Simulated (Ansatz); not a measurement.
## What strain does to KI (P6_3/mmc)

KI (P6_3/mmc) from a database of computed structures, relaxed with r2SCAN in Ansatz 0.2.0. Space group P6_3/mmc (No. 194), hexagonal; a = 4.899 Å, c = 8.591 Å in the conventional setting, 44.65 Å³ an atom. K is surrounded by 6 I at 3.55 Å; I is surrounded by 6 K at 3.55 Å.

The axes x, y and z are those of this cell:
```xyz
4
Lattice="2.4498 -4.2428 0.0000 2.4498 4.2428 0.0000 0.0000 0.0000 8.5908" Properties=species:S:1:pos:R:3 pbc="T T T"
K     2.4498    0.0000    4.2954
K     2.4498    0.0000    0.0000
I     2.4498   -2.8291    2.1477
I     2.4498    2.8291    6.4431
```

Unstrained: With PBE the gap is 3.858 eV and direct, at Γ. The r2SCAN gap is direct at Γ: 4.496 eV. The HSE06 gap is direct at Γ: 4.850 eV. Meshes: PBE 6×6×4, r2SCAN 6×6×4, HSE06 6×6×2. Strains are changes of length per length. After each strain the atoms were relaxed again with r2SCAN within the symmetry that the strain leaves, so tilts or polar shifts that break it weren't tested; points keep the names that they have in the unstrained zone. (Simulation; spin polarisation is off.)

Changes of the least gap in eV (an overlap counts as a negative gap):

| strain | volume change (%) | space group | PBE | r2SCAN | HSE06 | energy rise, r2SCAN (meV/atom) |
| --- | --- | --- | --- | --- | --- | --- |
| isotropic +3.96 % on every length | +12.4 | P6_3/mmc | -0.246 | -0.264 | – | 20.5 |

Isotropic +3.96 % on every length. r2SCAN: the gap goes from 4.496 to 4.232 eV (-0.264 eV). Stress change with r2SCAN, compression positive: xx -1.05, yy -1.05, zz -1.17 GPa. For r2SCAN, dE_g/d ln V = -2.3 eV over this step.

No spin-orbit coupling is included; it can move band edges with weight on the heavy atoms by tenths of an eV.

The meshes of the hybrids are coarse, so their gaps aren't converged to the digits shown.
